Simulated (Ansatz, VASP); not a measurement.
**One calculation of ScAl3, two programs**

The input INCAR:

```
SYSTEM = ScAl3
PREC = Accurate
ENCUT = 600
EDIFF = 1E-7
ISMEAR = 0
SIGMA = 0.1
LREAL = .FALSE.
LASPH = .TRUE.
NELM = 60
ALGO = Normal
ISIF = 3
LWAVE = .FALSE.
LCHARG = .FALSE.
GGA = PE
IBRION = 2
NSW = 90
EDIFFG = -0.04
```

File KPOINTS:

```
regular mesh
0
G
  6 6 6
  0 0 0
```

File POSCAR:

```
ScAl3
1.0
    4.5203911200      2.6098490300      0.9227209700
   -4.5203911200      2.6098490300      0.9227209700
    0.0000000000     -5.2196980600      0.9227209700
Sc Al
1 3
Direct
    0.5000000000      0.5000000000      0.5000000000
    0.0000000000      0.0000000000      0.5000000000
    0.0000000000      0.5000000000      0.0000000000
    0.5000000000      0.0000000000      0.0000000000
```

Input for Ansatz:

```yaml
crystal:
  lattice:
    - [4.52039112, 2.60984903, 0.92272097]
    - [-4.52039112, 2.60984903, 0.92272097]
    - [0.0, -5.21969806, 0.92272097]
  atoms:
    - { symbol: Sc, position: [0.5, 0.5, 0.5] }
    - { symbol: Al, position: [0.0, 0.0, 0.5] }
    - { symbol: Al, position: [0.0, 0.5, 0.0] }
    - { symbol: Al, position: [0.5, 0.0, 0.0] }
basis:
  ecutwfc: 420
kpoints:
  mp_grid: { grid: [6, 6, 6] }
hamiltonian:
  xc: pbe
scf:
  occupations: { method: gaussian, width: 0.1 }
  lower_state_search: "off"
output:
  forces: true
  stress: true
  eigenvalues: true
relax:
  adjacent_minimum: "off"
  f_tol: 0.04
  max_steps: 70
  cell: { stress_tol: 0.4 }
```

Alike in both runs: task relaxation of cell and atoms; functional PBE; k mesh 6 × 6 × 6; occupations gaussian, width 0.1 eV; no spin polarisation.

```csv
,VASP,Ansatz
version,VASP 6.6.1,Ansatz 0.2.0
potentials or method,"VASP PAW PBE potentials, release 64 (Sc_sv, Al)","scalar-relativistic, plane waves, PAW"
plane-wave cutoff (eV),600,420
valence electrons in the cell,20,20
```

|  | VASP | Ansatz | Ansatz less VASP |
| --- | --- | --- | --- |
| gap on the k mesh at the Fermi level, each at its own relaxed structure (eV) | none | none | - |
| relaxed volume (Å³/atom) | 18.03 | 17.98 | -0.044 |
| relaxed cell length with the largest relative difference (Å) | 5.485 | 5.477 | -0.0086 |
| energy change over the relaxation (meV/atom) | -41 | -41 | +0.5 |

A gap of «none» marks a metal or a gap that the smearing closes.

Caveats: the k mesh is coarse (spacing up to 0.40 Å⁻¹), so the values aren't converged.
